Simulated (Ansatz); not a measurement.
MgTe: a prediction, then the measurements

Method: Ansatz 0.2.0, DFT PBE, scalar-relativistic, plane waves, PAW.

Plane waves to 420 eV, a k mesh through Γ of 6×6×4 on the computed 4-atom cell and Gaussian smearing (0.02 eV); no spin polarisation.

Relaxed structure:

```cif
data_structure
_symmetry_space_group_name_H-M 'P6_3mc'
_symmetry_Int_Tables_number 186
_cell_length_a 4.6096
_cell_length_b 4.6096
_cell_length_c 7.4973
_cell_angle_alpha 90.000
_cell_angle_beta 90.000
_cell_angle_gamma 120.000
_cell_volume 137.96
loop_
_atom_site_label
_atom_site_type_symbol
_atom_site_symmetry_multiplicity
_atom_site_Wyckoff_symbol
_atom_site_fract_x
_atom_site_fract_y
_atom_site_fract_z
_atom_site_occupancy
Mg1 Mg 2 b 0.33333 0.66667 0.99671 1
Te1 Te 2 b 0.33333 0.66667 0.37329 1
```

| Quantity | Value |
| --- | --- |
| Space group | P6_3mc (No. 186) |
| Volume per atom | 34.49 Å³ |
| Formation energy from the elements' standard states (uncorrected) | -0.883 eV/atom |
| Kohn–Sham band gap | 2.37 eV |
| Orbital (Löwdin) character of the top 1 eV of the valence band | Te 5p 96 % |
| Electronic dielectric constant xx, yy, zz (independent particles) | 6.0, 6.0, 6.1 |
| Bader charge by site (e) | Mg (2 in the cell) 1.54, Te (2 in the cell) -1.54 |

Spin-orbit coupling is left out, which matters for the bands of heavy elements.

**Against measurements.**

Measured lattice constant a of MgTe: 4.529 Å (a printed reference work (textbook)). This calculation gives 4.610 Å (+1.8 %). A measured lattice constant c of MgTe is 7.39 Å (300 K; a printed reference work (data compilation)); the calculated 7.497 Å exceeds it by 1.5 %. The calculation is for 0 K without zero-point motion.

It was relaxed from a cell as deposited in COD. Kohn–Sham gaps at this level usually fall short of measured ones.
